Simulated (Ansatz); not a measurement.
Something may be wrong with this Ansatz 0.2.0 calculation of I.

The input input.yaml:

```yaml
crystal:
  lattice:
    - [0.0, 2.3656004428, 3.9098401324]
    - [2.1922454667, 0.0, 3.9098401324]
    - [2.1922454667, 2.3656004428, 0.0]
  atoms:
    - { symbol: I, position: [0.0, 0.0, 0.0] }
hamiltonian:
  x: r2scan
  pseudopotentials: { kind: paw }
kpoints:
  mp_grid: { grid: [9, 9, 9] }
  band_path:
    path:
      - [[0.0, 0.0, 0.0], [0.5, 0.0, 0.5], [0.5, 0.1138942365, 0.6138942365], [0.0504161431, 0.5, 0.5504161431], [0.0, 0.5, 0.5], [0.0, 0.0, 0.0], [0.5, 0.5, 0.0], [0.9495838569, 0.5, 0.4495838569], [0.8622775204, 0.3622775204, 0.5], [0.5, 0.1138942365, 0.6138942365]]
      - [[0.5, 0.8861057635, 0.3861057635], [0.5, 0.5, 0.0]]
      - [[0.0, 0.5, 0.5], [0.1377224796, 0.6377224796, 0.5]]
      - [[0.8622775204, 0.3622775204, 0.5], [0.5, 0.0, 0.5]]
      - [[0.5, 0.5, 0.5], [0.0, 0.0, 0.0]]
    npoints: 14
scf:
  occupations: { method: fermi_dirac, width: 0.05 }
  n_extra_bands: 6
  max_iter: 75
output:
  forces: true
  stress: true
  eigenvalues: true
  fatbands: false
```

Potentials or basis: Ansatz PAW.

The run is started by

```bash
$ ansatz run input.yaml --threads 2 --pin off --max-ram 5632MiB --backend cpu --events-out ev --progress --plain --runs-dir out
```

Output:

```text
Error: YAML parse error: error: line 9 column 3: unknown field `x`, expected one of xc, dispersion, noncollinear_xc, pseudopotentials, hubbard, deformation_potential_offset, integrals
  --> <input>:9:3
   |
 7 |     - { symbol: I, position: [0.0, 0.0, 0.0] }
 8 | hamiltonian:
 9 |   x: r2scan
   |   ^ unknown field `x`, expected one of xc, dispersion, noncollinear_xc, pseudopotentials, hubbard, deformation_potential_offset, integrals
10 |   pseudopotentials: { kind: paw }
11 | kpoints:
   |
```

Question: How did it end, and where is the flaw?

Answer: The input was rejected before any iteration. The input holds a flaw that was put in on purpose: a misspelt key (hamiltonian.xc = x).

A sound run on the same cell differs in these lines of the main input:
```diff
@@ -9 +9 @@
-  x: r2scan
+  xc: r2scan
@@ -24 +23,0 @@
-  max_iter: 75
@@ -29 +28 @@
-  fatbands: false
+  fatbands: true
```
